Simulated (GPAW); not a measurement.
# free-standing square Cr monolayer, spacing 2.714 A: anisotropy with GPAW

Aim: the anisotropy of free-standing square Cr monolayer, spacing 2.714 A from the Kohn–Sham states of one collinear run.

Program: GPAW 26.7.0. Level of theory: LDA; plane waves with GPAW's PAW setups, scalar-relativistic. Results are calculated unless marked as measured.

This is a report of a sequence of runs, with most program output left out.

**1. Starting point**

The cell holds 1 atom: 1 Cr. Its edges and angles: a = 2.714 Å, b = 2.714 Å, c = 14.000 Å, α = 90.0°, β = 90.0°, γ = 90.0°. model lattice. Vacuum lies along c.

The settings of this session are not all sound (see the inputs), so it shows what such settings give, not the properties of the crystal.

**2. Ground-state run**

All later steps read the density of this run.

Contents of order1.py:

```python
import json
import numpy as np
from ase import Atoms
from ase.parallel import paropen, parprint
from gpaw import GPAW

atoms = Atoms(['Cr'],
    cell=[[2.714, 0.0, 0.0],
         [0.0, 2.714, 0.0],
         [0.0, 0.0, 14.0]],
    scaled_positions=[[0.0, 0.0, 0.5]],
    pbc=True,
    magmoms=[2.5])
atoms.calc = GPAW(mode={'name': 'pw', 'ecut': 280.0},
    xc='LDA',
    kpts={'size': (10, 10, 1), 'gamma': True},
    occupations={'name': 'fermi-dirac', 'width': 0.15},
    convergence={'density': 1e-05, 'energy': 1e-05},
    maxiter=200,
    eigensolver='rmm-diis',
    symmetry={'tolerance': 1e-4},
    txt='order1.txt')
e = atoms.get_potential_energy(force_consistent=True)
res = {'free_energy': e, 'energy_sigma0': atoms.get_potential_energy(), 'fermi_energy': atoms.calc.get_fermi_level()}
res['moments'] = atoms.get_magnetic_moments().tolist()
res['total'] = atoms.get_magnetic_moment()
parprint('site moments (muB):', np.round(res['moments'], 3))
parprint(f"total moment: {res['total']:.3f} muB")
parprint(f'free energy: {e:.6f} eV')
atoms.calc.write('order1.gpw')
with paropen('results.json', 'w') as f:
    json.dump(res, f)
```

Command:

```console
$ OMP_NUM_THREADS=1 python3 order1.py > order1.log
```

The job ended after 25 s (1 MPI rank of Intel Xeon Platinum 8488C (Sapphire Rapids), shared host; peak memory 0.15 GiB).

This step gave:

- magnetization: 4.280 μB
- final state: ferromagnetic
- largest moment: 3.432 μB

After 89 cycles the largest moment stands at 3.43 μB.

**3. More states at fixed density**

The steps that follow sum over empty states, which the ground-state run does not converge; 12 states a spin are converged here at the frozen density and written with their wave functions.

It starts from the saved density of the parallel state, which is not the lowest.

Contents of nscf.py:

```python
from gpaw import GPAW

calc = GPAW('order1.gpw').fixed_density(
    kpts={'size': (10, 10, 1), 'gamma': True},
    nbands=16,
    convergence={'bands': 12, 'eigenstates': 1e-9},
    eigensolver='ppcg',
    parallel={'domain': 1},
    txt='nscf.txt')
calc.write('nscf.gpw', mode='all')
```

Command:

```console
$ OMP_NUM_THREADS=1 python3 nscf.py > nscf.log
```

The job ended after 54 s (1 MPI rank; peak memory 0.17 GiB).

**4. Easy axis by the force theorem**

Spin–orbit coupling is added in the basis of the saved states for each direction of the moments. The change in the band energy is the anisotropy energy, with no new self-consistent run.

Contents of anisotropy.py:

```python
import json
import numpy as np
from ase.parallel import paropen, parprint
from gpaw import GPAW
from gpaw.spinorbit import soc_eigenstates

calc = GPAW('nscf.gpw')
angles = [[0.0, 0.0], [90.0, 0.0], [90.0, 90.0], [15.0, 0.0], [30.0, 0.0], [45.0, 0.0], [60.0, 0.0], [75.0, 0.0]]  # theta, phi in degrees
res = {'rows': []}
for scale in [1.0]:
    e0 = None
    for theta, phi in angles:
        soc = soc_eigenstates(calc, n2=12, scale=scale, theta=theta, phi=phi)
        e = soc.calculate_band_energy()
        e0 = e if e0 is None else e0
        orbital = soc.get_orbital_magnetic_moments()
        res['rows'].append([scale, theta, phi, 1000 * (e - e0), orbital.tolist()])
        parprint(f'scale {scale} theta {theta:6.1f} phi {phi:6.1f}  dE = {1000 * (e - e0):9.4f} meV  |L| =', np.round(np.linalg.norm(orbital, axis=1), 4))
with paropen('results.json', 'w') as f:
    json.dump(res, f)
```

Command:

```console
$ OMP_NUM_THREADS=1 python3 anisotropy.py > anisotropy.log
```

Elapsed: 3.5 s, on 1 MPI rank; peak memory 0.13 GiB.

Directions, in the order of the table: the normal; the first cell vector; the in-plane normal to it; 0.17 of the way from the normal to the first cell vector; 0.33 of the way from the normal to the first cell vector; 0.50 of the way from the normal to the first cell vector; 0.67 of the way from the normal to the first cell vector; 0.83 of the way from the normal to the first cell vector.

Theta from the Cartesian z axis, phi from x; spin up lies along the direction. Anisotropy, by row:

```csv
spin-orbit scale,theta (degrees),phi (degrees),band energy less the first direction's (meV a cell),orbital moment of atom 1 along the direction (μB),sum of orbital moments along the direction (μB a cell)
1,0,0,0,-0.02825,-0.02825
1,90,0,0.1141,-0.02174,-0.02174
1,90,90,0.1141,-0.02174,-0.02174
1,15,0,0.007641,-0.02781,-0.02781
1,30,0,0.02852,-0.02662,-0.02662
1,45,0,0.05704,-0.02499,-0.02499
1,60,0,0.08556,-0.02336,-0.02336
1,75,0,0.1064,-0.02217,-0.02217
```

**5. Outcome**

- state: ferromagnetic
- largest site moment: 3.43 μB
- spread of the directions' energies: 0.114 meV a cell
- easiest direction tried: the normal

**Reading.** About the ferromagnetic state the directions differ by 0.114 meV a cell, with the normal easiest. Another order that was tried lies lower, so this state is not the ground state and its excitations are those of a higher state. The anisotropy comes from the force theorem at a frozen potential; it needs a check on a finer mesh, and shape anisotropy is not in it.

[Logs and program files are shortened in this print: banners, set-up blocks, solver, clock and traceback lines can be left out without a mark of their own.]

[Logs are printed without paths, hosts, clocks, repeated set-up lines and the standing remarks that a program may print on its own settings, such as how far it seeks lower states.]

[Hosts, paths, dates, database ids (printed as entryN), source tags and the programs' standing remarks are cut or masked in the printed files.]

[Where a cell is said to come from a database of computed structures, the database is the Materials Project.]
